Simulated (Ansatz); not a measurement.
**Br under changes of volume**

One of the cells (33.988 Å³/atom); the others are scaled copies at fixed shape and fractional positions:

```xyz
4
Lattice="3.3632 -2.3226 0.0000 3.3632 2.3226 0.0000 0.0000 0.0000 8.7023" Properties=species:S:1:pos:R:3 pbc="T T T"
Br    3.3632    0.6266    3.3948
Br    3.3632    1.6959    7.7459
Br    3.3632   -0.6266    5.3075
Br    3.3632   -1.6959    0.9564
```

| Quantity | Value |
| --- | --- |
| Program | Ansatz 0.2.0 |
| Functional | PBEsol |
| Potentials or basis | Ansatz PAW |
| Cutoff | 420 eV (not typed: the program's choice for these potentials) |
| k mesh | 7 × 7 × 3 |
| Occupations | fermi-dirac, width 0.05 eV |
| Spin | no spin polarisation |

```tsv
volume (Å³/atom)	energy over the lowest point (meV/atom)	pressure (GPa)	gap on the mesh (eV)	largest force (eV/Å)
31.949	?	?	?	?
32.629	5.94	1.3	1.97	1.219
33.308	1.66	0.7	1.90	0.961
33.988	0.00	0.1	1.84	0.722
34.668	0.67	-0.4	1.78	0.502
35.348	3.42	-0.9	1.72	0.303
36.028	8.01	-1.3	1.67	0.144
```

Q: What does the run at 31.949 Å³/atom give?

A: Energy over the lowest point 13.16 meV/atom; pressure 2.1 GPa; gap on the mesh 2.03 eV; largest force 1.497 eV/Å.

Worked out: A Birch-Murnaghan fit of order 3 (a polynomial in V^(-2/3)) to the other rows has its minimum at 34.12 Å³/atom with B0 = V·E''(V) = 27 GPa and B' = 4.9 at fixed shape and positions, which overstates the stiffness. It gives 13.18 meV/atom at 31.949 Å³/atom, against the run's 13.16, and -dE/dV = 2.1 GPa, against 2.1. A straight line through the other rows of the gap, of slope -3.03 eV per unit of ln V, extrapolates to 2.03 eV, against the run's 2.03.

Energies are extrapolated to zero smearing.

Caveats: odd divisions of the mesh miss points on the zone boundary, where band edges often lie, so the gap on the mesh can be too wide; the PAW data sets come from PBE, with cores solved anew for the run's functional, which leaves a small shift of forces and pressure; forces of over 1 eV/Å show positions far from the minimum, so gaps and moduli don't describe the material at rest (some runs).

A mesh can miss the band edges. Spin-orbit coupling on Br is left out.
